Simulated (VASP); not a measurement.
# Ag (P6_3/mmc) in VASP: a series of runs

One crystal, Ag, is run at these levels: PBE; tasks: single point, relaxation of cell and atoms.

All numbers are computed with VASP 6.6.1; they aren't measurements. Logs are shortened: lines on timing, memory, paths and dates and some standing lists are left out, and cuts for length are marked.

### 1 The structure

It takes space group P6_3/mmc (No. 194, hexagonal). Conventional cell: a = 2.953 Å, b = 2.953 Å, c = 4.759 Å, α = 90.00°, β = 90.00°, γ = 120.00°. Ag (site symmetry -6m2) has 12 Ag at 2.93 to 2.95 Å as nearest neighbours.

The cell was built by a generator and needn't be a form met in nature.

### 2 Single point, PBE

Input file INCAR:

```
ALGO     = Fast           # electronic algorithm
EDIFF    = 1E-7           # SCF threshold, eV
ENCUT    = 520            # plane-wave cutoff, eV
GGA      = PE             # functional
ISIF     = 2              # what is computed and relaxed
ISMEAR   = 0              # smearing method
LASPH    = T              # aspherical terms in the spheres
LCHARG   = F              # write CHGCAR
LREAL    = F              # projectors in reciprocal space
LWAVE    = F              # write WAVECAR
NBANDS   = 18             # bands
NELM     = 100            # most SCF steps
PREC     = Accurate       # precision mode
SIGMA    = 0.05           # smearing width, eV
```

Input file KPOINTS:

```
k-points
0
Gamma
  8 8 4
```

Input file POSCAR:

```
Ag
1.0
    2.9527910804      0.0000000000      0.0000000000
   -1.4763955402      2.5571920877      0.0000000000
    0.0000000000      0.0000000000      4.7593183176
Ag
2
Direct
    0.3333333333      0.6666666667      0.7500000000
    0.6666666667      0.3333333333      0.2500000000
```

Potentials or basis: VASP PAW PBE potentials, release 64 (Ag).

Run with:

```sh
$ cat potpaw_PBE.64/Ag/POTCAR > POTCAR
$ mpirun -np 1 vasp_std > vasp.out
```

OUTCAR:

```text
EDIFF = 1E-7
   ENCUT = 520
   GGA = PE
   ISIF = 2
   ISMEAR = 0
   LASPH = T
   LREAL = F
   NELM = 100
   PREC = Accurate

 ion  position               nearest neighbor table
   1  0.333  0.667  0.750-   2 2.93   2 2.93   2 2.93   2 2.93   2 2.93   2 2.93
   2  0.667  0.333  0.250-   1 2.93   1 2.93   1 2.93   1 2.93   1 2.93   1 2.93

  LATTYP: Found a hexagonal cell.
 ALAT       =     2.9527910804
 C/A-ratio  =     1.6118032695

  Lattice vectors:

 A1 = (   2.9527910804,   0.0000000000,   0.0000000000)
 A2 = (  -1.4763955402,   2.5571920877,   0.0000000000)
 A3 = (   0.0000000000,   0.0000000000,   4.7593183176)

Analysis of symmetry for initial positions (statically):
=====================================================================
 Subroutine PRICEL returns:
 Original cell was already a primitive cell.

 Routine SETGRP: Setting up the symmetry group for a
 hexagonal supercell.

 Subroutine GETGRP returns: Found 24 space group operations
 (whereof 12 operations were pure point group operations)
 out of a pool of 24 trial point group operations.

The static configuration has the point symmetry D_3d.
 The point group associated with its full space group is D_6h.

Analysis of symmetry for dynamics (positions and initial velocities):
=====================================================================
 Subroutine PRICEL returns:
 Original cell was already a primitive cell.

 Routine SETGRP: Setting up the symmetry group for a
 hexagonal supercell.

 Subroutine GETGRP returns: Found 24 space group operations
 (whereof 12 operations were pure point group operations)
 out of a pool of 24 trial point group operations.

The dynamic configuration has the point symmetry D_3d.
 The point group associated with its full space group is D_6h.

 Subroutine INISYM returns: Found 24 space group operations
 (whereof 12 operations are pure point group operations),
 and found     1 'primitive' translations

----------------------------------------------------------------------------------------

                                     Primitive cell

  volume of cell :      35.9369

  direct lattice vectors                    reciprocal lattice vectors
     2.952791080  0.000000000  0.000000000     0.338662632  0.195526962  0.000000000
    -1.476395540  2.557192088  0.000000000     0.000000000  0.391053924  0.000000000
     0.000000000  0.000000000  4.759318318     0.000000000  0.000000000  0.210114124

  length of vectors
     2.952791080  2.952791080  4.759318318     0.391053924  0.391053924  0.210114124

  position of ions in fractional coordinates (direct lattice)
     0.333333333  0.666666667  0.750000000
     0.666666667  0.333333333  0.250000000

  ion indices of the primitive-cell ions
   primitive index   ion index
                 1           1
                 2           2

----------------------------------------------------------------------------------------

 KPOINTS: k-points

Automatic generation of k-mesh.
 Grid dimensions read from file:
 generate k-points for:    8    8    4

 Generating k-lattice:

  Cartesian coordinates                     Fractional coordinates (reciprocal lattice)
     0.042332829  0.024440870  0.000000000     0.125000000  0.000000000  0.000000000
     0.000000000  0.048881740  0.000000000     0.000000000  0.125000000  0.000000000
     0.000000000  0.000000000  0.052528531     0.000000000  0.000000000  0.250000000

  Length of vectors
     0.048881740  0.048881740  0.052528531

  Shift w.r.t. Gamma in fractional coordinates (k-lattice)
     0.000000000  0.000000000  0.000000000

 Subroutine IBZKPT returns following result:
 ===========================================

 Found     30 irreducible k-points:

 Following reciprocal coordinates:
            Coordinates               Weight
  0.000000  0.000000  0.000000      1.000000
  0.125000  0.000000  0.000000      6.000000
  0.250000  0.000000  0.000000      6.000000
  0.375000 -0.000000  0.000000      6.000000
  0.500000  0.000000  0.000000      3.000000
  0.125000  0.125000  0.000000      6.000000
[... 16 lines left out ...]
  0.250000  0.000000  0.500000      6.000000
  0.375000 -0.000000  0.500000      6.000000
 [... further k-points ...]
   k-points           NKPTS =     30   k-points in BZ     NKDIM =     30   number of bands    NBANDS=     18
   number of dos      NEDOS =    301   number of ions     NIONS =      2
   total plane-waves  NPLWV =  20736
   dimension x,y,z NGX =    24 NGY =   24 NGZ =   36
   dimension x,y,z NGXF=    48 NGYF=   48 NGZF=   72
   ions per type =               2
   NGX,Y,Z   is equivalent  to a cutoff of  13.51, 13.51, 12.58 a.u.
   NGXF,Y,Z  is equivalent  to a cutoff of  27.02, 27.02, 25.15 a.u.
 SYSTEM =  unknown system
   PREC   = accura    normal or accurate (medium, high low for compatibility)
   ISTART =      0    job   : 0-new  1-cont  2-samecut
   ICHARG =      2    charge: 1-file 2-atom 10-const
   ISPIN  =      1    spin polarized calculation?
   LNONCOLLINEAR =      F non collinear calculations
   LSORBIT =      F    spin-orbit coupling
   LASPH  =      T    aspherical Exc in radial PAW
   ENCUT  =  520.0 eV  38.22 Ry    6.18 a.u.   5.49  5.49  8.85*2*pi/ulx,y,z
   NELM   =    100;   NELMIN=  2; NELMDL= -5     # of ELM steps
   EDIFF  = 0.1E-06   stopping-criterion for ELM
   LREAL  =      F    real-space projection
   EDIFFG = 0.1E-05   stopping-criterion for IOM
   NSW    =      0    number of steps for IOM
   IBRION =     -1    ionic relax: 0-MD 1-quasi-New 2-CG
   NFREE  =      0    steps in history (QN), initial steepest desc. (CG)
   ISIF   =      2    stress and relaxation
   ISYM   =      2    0-nonsym 1-usesym 2-fastsym
   POTIM  = 0.5000    time-step for ionic-motion
   TEBEG  =    0.0;   TEEND  =   0.0 temperature during run
   PSTRESS=    0.0 pullay stress
   NELECT =      22.0000    total number of electrons
   NUPDOWN=      -1.0000    fix difference up-down
   EMIN   =  10.00;   EMAX   =-10.00  energy-range for DOS
   EFERMI =   0.00;   METHOD = LEGACY
   ISMEAR =     0;   SIGMA  =   0.05  broadening in eV -4-tet -1-fermi 0-gaus
   EFERMI_NEDOS =   21; number of points for ismear=-14 and -15
   IALGO  =     68    algorithm
   IMIX   =      4    mixing-type and parameters
     AMIX     =   0.40;   BMIX     =  1.00
     AMIX_MAG =   1.60;   BMIX_MAG =  1.00
  volume/ion in A,a.u.               =      17.97       121.26
  Fermi-wavevector in a.u.,A,eV,Ry     =   1.390066  2.626844 26.290316  1.932284
  Thomas-Fermi vector in A             =   2.514037
   LORBIT       =      0    0 simple, 1 ext, 2 COOP (PROOUT), +10 PAW based schemes
   GGA     = PE    functional components
   LHFCALC =     F    Hartree Fock is set to
   AEXX    =    0.0000 exact exchange contribution
   IVDW    =     0    specifies the selected vdW correction
   LEPSILON=     F    determine dielectric tensor
   LRPA    =     F    only Hartree local field effects (RPA)
 non-spin polarized calculation
 RMM-DIIS sequential band-by-band and
 Gauss-broadening in eV      SIGMA  =   0.05
  energy-cutoff  :      520.00
  volume of cell :       35.94
 maximum number of plane-waves:       996
 NGX is ok and might be reduce to    24
   NGX = 11   NGY = 11   NGZ = 17

 number of electron      22.0000008 magnetization

 Free energy of the ion-electron system (eV)
  ---------------------------------------------------
  ext. energy  EPLUGINS =         0.00000000
  ---------------------------------------------------
  free energy    TOTEN  =        -5.40373230 eV

  energy without entropy =       -5.40094666  energy(sigma->0) =       -5.40233948

 E-fermi :   7.5348     XC(G=0): -11.8961

 val. band max:        7.5233376624   @ k =   0.3750   0.1250   0.2500
 cond. band min:       7.5594110785   @ k =   0.0000   0.0000   0.0000
 fundamental gap:      0.0360734161
 Fermi energy:         7.5347675906

 k-point     1 :       0.0000    0.0000    0.0000
  band No.  band energies     occupation
      1       0.3330      2.00000
      2       1.6570      2.00000
      3       3.1522      2.00000
      4       3.1966      2.00000
      5       3.1966      2.00000
      6       3.4237      2.00000
[... 10 lines left out ...]
     17      25.3079      0.00000
     18      25.3366      0.00000

 k-point     2 :       0.1250    0.0000    0.0000
  band No.  band energies     occupation
      1       0.7334      2.00000
      2       1.8651      2.00000
      3       2.9371      2.00000
      4       3.3296      2.00000
      5       3.3998      2.00000
      6       3.4513      2.00000
[... 10 lines left out ...]
     17      25.5938      0.00000
     18      26.1972      0.00000

 k-point     3 :       0.2500    0.0000    0.0000
  band No.  band energies     occupation
      1       1.6529      2.00000
      2       2.0815      2.00000
      3       2.8164      2.00000
      4       2.9470      2.00000
      5       3.2868      2.00000
      6       3.3352      2.00000
[... 10 lines left out ...]
     17      23.2577      0.00000
     18      24.3096      0.00000

 k-point     4 :       0.3750   -0.0000    0.0000
  band No.  band energies     occupation
      1       1.8358      2.00000
      2       2.0598      2.00000
      3       2.2430      2.00000
      4       3.1346      2.00000
      5       3.4855      2.00000
      6       3.5156      2.00000
[... 375 lines left out ...]
      4       2.8522      2.00000
      5       3.2922      2.00000
      6       3.2922      2.00000
[... 10 lines left out ...]
     17      24.3927      0.00000
     18      24.4090      0.00000

 k-point    23 :       0.2500    0.0000    0.5000
  band No.  band energies     occupation
      1       2.2012      2.00000
      2       2.2012      2.00000
      3       2.6746      2.00000
      4       2.6746      2.00000
      5       3.5449      2.00000
      6       3.5449      2.00000
[... 10 lines left out ...]
     17      23.0442      0.00000
     18      23.0442      0.00000

 k-point    24 :       0.3750   -0.0000    0.5000
  band No.  band energies     occupation
      1       1.8955      2.00000
      2       1.8955      2.00000
      3       2.4827      2.00000
      4       2.4827      2.00000
      5       3.8291      2.00000
      6       3.8291      2.00000
[... 10 lines left out ...]
     17      21.4549      0.00000
     18      21.4549      0.00000

 [... further k-points ...]

------------------------ aborting loop because EDIFF is reached ----------------------------------------

  FORCE on cell =-STRESS in cart. coord.  units (eV):
  Direction    XX          YY          ZZ          XY          YZ          ZX
  --------------------------------------------------------------------------------------
  -------------------------------------------------------------------------------------
  Total        0.0021597      0.0021597     -0.0246488      0.0000000      0.0000000      0.0000000
  in kB        0.0962844      0.0962844     -1.0989187      0.0000000      0.0000000      0.0000000
  external PRESSURE =      -0.3021166 kB  Pullay stress =       0.0000000 kB

 VOLUME and BASIS-vectors are now :
 -----------------------------------------------------------------------------
  energy-cutoff  :      520.00
  volume of cell :       35.94
      direct lattice vectors                 reciprocal lattice vectors
     2.952791080  0.000000000  0.000000000     0.338662632  0.195526962  0.000000000
    -1.476395540  2.557192088  0.000000000     0.000000000  0.391053924  0.000000000
     0.000000000  0.000000000  4.759318318     0.000000000  0.000000000  0.210114124

 POSITION                                       TOTAL-FORCE (eV/Angst)
 -----------------------------------------------------------------------------------
     -0.00000      1.70479      3.56949         0.000000      0.000000      0.000000
      1.47640      0.85240      1.18983        -0.000000     -0.000000      0.000000
 -----------------------------------------------------------------------------------
    total drift:                               -0.000000      0.000000     -0.000000

  FREE ENERGIE OF THE ION-ELECTRON SYSTEM (eV)
  ---------------------------------------------------
  free  energy   TOTEN  =        -5.4037322993 eV

  energy  without entropy=       -5.4009466562  energy(sigma->0) =       -5.40233948
```

Wall time 7.7 s (1 thread of Intel Xeon 6975P-C (Granite Rapids), shared host); peak memory 0.15 GiB.

Results:

```yaml
Free_energy: -5.4037 eV
Pressure: 0.0 GPa
Band_gap_on_the_k_mesh: none (metal or under the smearing width)
```

(Part 1 of 2 ends here.)
